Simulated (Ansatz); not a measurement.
## SnO under changes of volume

One of the cells (17.769 Å³/atom); the others are scaled copies at fixed shape and fractional positions:

```
Sn O
1.0
     3.81370    0.00000    0.00000
     0.00000    3.81370    0.00000
     0.00000    0.00000    4.88691
Sn O
2 2
Direct
  0.50000 0.00000 0.76463
  0.00000 0.50000 0.23537
  0.00000 0.00000 0.00000
  0.50000 0.50000 0.00000
```

The cell is a database's computed one.

- Program: Ansatz 0.2.0
- Functional: PBE
- Dispersion: D4
- Potentials or basis: Ansatz PAW
- Cutoff: 420 eV (not typed: the program's choice for these potentials)
- k mesh: 7 × 7 × 6
- Occupations: fermi-dirac, width 0.05 eV
- Spin: no spin polarisation

```csv
volume (Å³/atom),energy over the lowest point (meV/atom),pressure (GPa),gap on the mesh (eV),largest force (eV/Å)
16.703,31.39,8.1,0.14,1.339
17.058,?,?,?,?
17.414,6.27,3.4,0.30,0.681
17.769,1.02,1.4,0.37,0.390
18.125,0.00,-0.4,0.44,0.121
18.480,2.84,-2.1,0.51,0.130
18.835,9.03,-3.5,0.57,0.363
```

**Question.** What does the run at 17.058 Å³/atom give?

**Answer.** Energy over the lowest point 16.20 meV/atom; pressure 5.6 GPa; gap on the mesh 0.22 eV; largest force 0.996 eV/Å.

Worked out: A Birch-Murnaghan fit of order 3 (a polynomial in V^(-2/3)) to the other rows has its minimum at 18.04 Å³/atom with B0 = V·E''(V) = 89 GPa and B' = 4.3 at fixed shape and positions, which overstates the stiffness. It gives 16.23 meV/atom at 17.058 Å³/atom, against the run's 16.20, and -dE/dV = 5.6 GPa, against 5.6. A straight line through the other rows of the gap, of slope 3.58 eV per unit of ln V, gives 0.22 eV, against the run's 0.22.

Energies are extrapolated to zero smearing.

Caveats: odd divisions of the mesh miss points on the zone boundary, where band edges often lie, so the gap on the mesh can be too wide; spin-orbit coupling is left out, which moves the levels of the heavy elements; forces of over 1 eV/Å show positions far from the minimum, so gaps and moduli don't describe the material at rest (some runs).

A mesh can miss the band edges.
